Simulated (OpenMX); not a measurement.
Runs of OpenMX 3.8.5 on Si. Symmetry: Fd-3m, No. 227, cubic system. Conventional cell: a = 5.444 Å, b = 5.444 Å, c = 5.444 Å, α = 90.00°, β = 90.00°, γ = 90.00°. Around Si (site symmetry -43m) lie 4 Si at 2.36 Å. 

```tsv
task	level	potentials or basis	cell	k mesh	max SCF cycles	grid points, held for all volumes	k mesh for the DOS	gap on the mesh (eV)	pressure (GPa)	V0 of scaled cells (Å³/atom)	B0 (GPa)	largest force (eV/Å)
band structure	LDA	OpenMX 2013 LDA set, Si7.0-s2p2d1, grid cutoff 300 Ry	as given	9 × 9 × 9	100	-	-	0.61	-2.0	-	-	-
band structure	PBE	OpenMX 2013 PBE set, Si7.0-s3p3d2, grid cutoff 300 Ry	as given	9 × 9 × 9	100	-	-	(a)	1.7	-	-	-
single point	PBE	OpenMX 2013 PBE set, Si7.0-s2p2d1, grid cutoff 260 Ry	as given	9 × 9 × 9	100	-	-	0.69	1.7	-	-	-
equation of state	LDA	OpenMX 2013 LDA set, Si7.0-s2p2d1, fixed grid of 32 × 32 × 32 points	as given	9 × 9 × 9	-	32 × 32 × 32	-	-	-	19.74	98	-
density of states	LDA	OpenMX 2013 LDA set, Si7.0-s2p2d1, grid cutoff 300 Ry	as given	9 × 9 × 9	100	-	12 × 12 × 12	0.61	-2.0	-	-	-
band structure	PBE	OpenMX 2013 PBE set, Si7.0-s2p2d1, grid cutoff 300 Ry	as given	9 × 9 × 9	100	-	-	0.69	1.7	-	-	-
band structure	PBE	OpenMX 2013 PBE set, Si7.0-s2p1d1, grid cutoff 300 Ry	as given	9 × 9 × 9	100	-	-	(b)	1.8	-	-	-
equation of state	PBE	OpenMX 2013 PBE set, Si7.0-s3p3d2, fixed grid of 32 × 32 × 32 points	as given	9 × 9 × 9	-	32 × 32 × 32	-	-	-	20.53	91	-
single point	PBE	OpenMX 2013 PBE set, Si7.0-s2p2d1, grid cutoff 420 Ry	atom 1 moved by [0.0, 0.0354, 0.0354] A	7 × 7 × 7	100	-	-	0.41	-	-	-	0.70
single point	PBE	OpenMX 2013 PBE set, Si7.0-s2p2d1, grid cutoff 420 Ry	atom 1 moved by [0.0, -0.0354, -0.0354] A	7 × 7 × 7	100	-	-	0.41	-	-	-	0.70
equation of state	PBE	OpenMX 2013 PBE set, Si7.0-s2p1d1, fixed grid of 32 × 32 × 32 points	as given	9 × 9 × 9	-	32 × 32 × 32	-	-	-	20.54	89	-
```

Alike in all rows: no spin polarisation; smearing fermi-dirac 0.05 eV.

Problem. Estimate the missing entries.

Solution. (a) 0.64; (b) 0.93.

Caveats: the basis of atomic orbitals isn't converged, which shifts pressures, moduli and gaps; an odd mesh through Γ misses points on the zone boundary, where band edges often lie (some runs); volumes in these bases differ from converged ones by about 1 %, for some elements by several (some runs).

Not every run made on this cell is shown here.
